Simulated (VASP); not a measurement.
A run of VASP 6.6.1 is set up as follows.

File INCAR:

```
SYSTEM = Mg
  PREC = Accurate
  ENCUT = 520
  EDIFF = 1E-6
  ISMEAR = 0
  SIGMA = 0.1
  LREAL = .False.
  LASPH = .True.
  NELM = 100
  ALGO = Normal
  ISIF = 2
  LWAVE = .False.
  LCHARG = .False.
  GGA = PE
  NBANDS = 7
```

Contents of KPOINTS:

```
Automatic mesh
0
Gamma
  6 6 6
  0 0 0
```

POSCAR

```
Mg
1.0
    0.0000000000      2.5148403293      2.5148403293
    2.5148403293      0.0000000000      2.5148403293
    2.5148403293      2.5148403293      0.0000000000
Mg
1
Direct
    0.0000000000      0.0000000000      0.0000000000
```

Potentials or basis: VASP PAW PBE potentials, release 64 (Mg).

Run with:

```bash
$ cat potpaw_PBE.64/Mg/POTCAR > POTCAR
$ mpirun -np 1 vasp_std > vasp.out
```

Question: Predict the pressure.

Answer: -5.3 GPa.

Question: Estimate the band gap on the k mesh.

Answer: None (metal or under the smearing width).

Caveat: the k mesh is coarse (spacing up to 0.36 Å⁻¹), so the values aren't converged.
